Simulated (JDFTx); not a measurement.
Runs of JDFTx 1.7.0 (patched build) on AlN. Symmetry: P6_3mc, No. 186, hexagonal system. Conventional cell: a = 3.113 Å, b = 3.113 Å, c = 4.981 Å, α = 90.00°, β = 90.00°, γ = 120.00°. Al (site symmetry 3m) has 4 N at 1.89 Å as nearest neighbours. N (site symmetry 3m) has 4 Al at 1.89 Å as nearest neighbours. 

| task | level | potentials or basis | k mesh | cutoff (eV) | smearing | max SCF steps | SCF threshold on the energy | solver of the electrons | further solve for the empty bands | local potential set to -Z/r beyond | mesh quality | gap on the mesh (eV) | pressure (GPa) | largest force (eV/Å) |
| --- | --- | --- | --- | --- | --- | --- | --- | --- | --- | --- | --- | --- | --- | --- |
| single point | PBEsol | PseudoDojo-SR-PBEsol-0.4.1-standard | 10 × 10 × 6 | 1143 | fermi-dirac 0.05 eV | 100 | 1e-09 Ha | scf | yes | - | not flagged | 4.14 | 0.1 | 0.13 |
| single point | TASK | SG15-PBE-1.2 | 4 × 4 × 2 | 1088 | fermi-dirac 0.05 eV | 100 | 1e-09 Ha | scf | yes | - | coarse | 5.51 | 16.6 | (a) |
| single point | PBE | PseudoDojo-SR-PBE-0.5-standard | 10 × 10 × 6 | 1143 | fermi-dirac 0.05 eV | 100 | 1e-09 Ha | scf | yes | - | not flagged | 4.22 | 3.4 | 0.13 |
| single point | PBE | PseudoDojo-SR-PBE-0.5-standard | 5 × 5 × 3 | 1143 | fermi-dirac 0.05 eV | 100 | 1e-09 Ha | scf | yes | - | coarse | 4.22 | (b) | 0.13 |
| single point | r2SCAN | SG15-PBE-1.2 | 4 × 4 × 2 | 1088 | fermi-dirac 0.05 eV | 100 | 1e-09 Ha | scf | yes | - | coarse | 4.70 | 0.1 | - |

Alike in all rows: no spin polarisation; cell as given.

Question: Fill in the values left out.

Answer: (a) 0.23; (b) 3.3.

Caveats: some runs use coarse meshes; the empty levels aren't tightly converged (some runs); meta-GGA forces are noisy on this grid (some runs); the potentials were made for another functional, which shifts forces and pressure (some runs); so large a pressure means that the cell lies far from this level's equilibrium, or that cutoff or potentials fall short (some runs); an odd mesh through Γ misses points on the zone boundary, where band edges often lie (some runs); the forces don't sum to zero, a sign of grid noise (some runs).

Not every run made on this cell is shown here.
